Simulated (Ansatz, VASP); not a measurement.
## Two plane-wave programs on Mg

```
Mg
1.0
     3.05030    0.00000    0.06863
    -1.52515    2.64164   -0.03432
     0.06851    0.00000    3.04484
Mg
1
Direct
  0.00000 0.00000 0.00000
```

Change from the starting cell: strain +0.0450 x Voigt [0, 0, 0, 0, 1, 0], atoms carried along.

Alike in both runs: task single point; functional LDA; k mesh 18 × 18 × 16; occupations gaussian, width 0.15 eV; no spin polarisation.

```csv
,VASP,Ansatz
version,VASP 6.6.1,Ansatz 0.2.0
potentials or method,"VASP PAW LDA potentials, release 64 (Mg)","scalar-relativistic, plane waves, PAW"
plane-wave cutoff (eV),520,420
valence electrons in the cell,2,10
```

VASP gave:

| Property | Result |
| --- | --- |
| gap on the k mesh at the Fermi level (eV) | none |
| pressure (GPa) | -0.8 |
| largest component of the traceless stress (GPa) | 0.50 |

Which values does Ansatz return?

gap on the k mesh at the Fermi level (eV): none; pressure (GPa): -0.5; largest component of the traceless stress (GPa): 0.50.

A gap of «none» marks a metal or a gap that the smearing closes. The two sets of potentials don't hold the same shells in valence.
